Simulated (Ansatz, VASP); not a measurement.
# Ir2O: VASP beside Ansatz

```
Ir O
1.0
    -1.35217    1.35217   10.83934
     1.35217   -1.35217   10.83934
     1.35217    1.35217  -10.83934
Ir O
4 2
Direct
  0.17486 0.17486 0.00000
  0.92486 0.42486 0.50000
  0.57514 0.07514 0.50000
  0.82514 0.82514 0.00000
  0.00000 0.00000 0.00000
  0.75000 0.25000 0.50000
```

Alike in both runs: functional PBE; k mesh 6 × 6 × 6; occupations gaussian, width 0.1 eV; no spin polarisation.

Ansatz relaxed the structure, and its values are those at the end. VASP's run is a single point on that final structure, the one shown.

|  | VASP | Ansatz |
| --- | --- | --- |
| version | VASP 6.6.1 | Ansatz 0.2.0 |
| potentials or method | VASP PAW PBE potentials, release 64 (Ir, O) | scalar-relativistic, plane waves, PAW |
| plane-wave cutoff (eV) | 520 | 420 |
| valence electrons in the cell | 48 | 80 |

```csv
,VASP,Ansatz,Ansatz less VASP
gap on the k mesh at the Fermi level (eV),none,none,-
pressure (GPa),0.7,0.1,-0.65
rms of the force components (eV/Å),0.010,0.005,-0.0042
```

A gap of «none» marks a metal or a gap that the smearing closes. The two sets of potentials don't hold the same shells in valence.

Caveats: the k mesh is coarse (spacing up to 0.55 Å⁻¹), so the values aren't converged. The runs have no spin-orbit coupling, so splittings on Ir are missing.
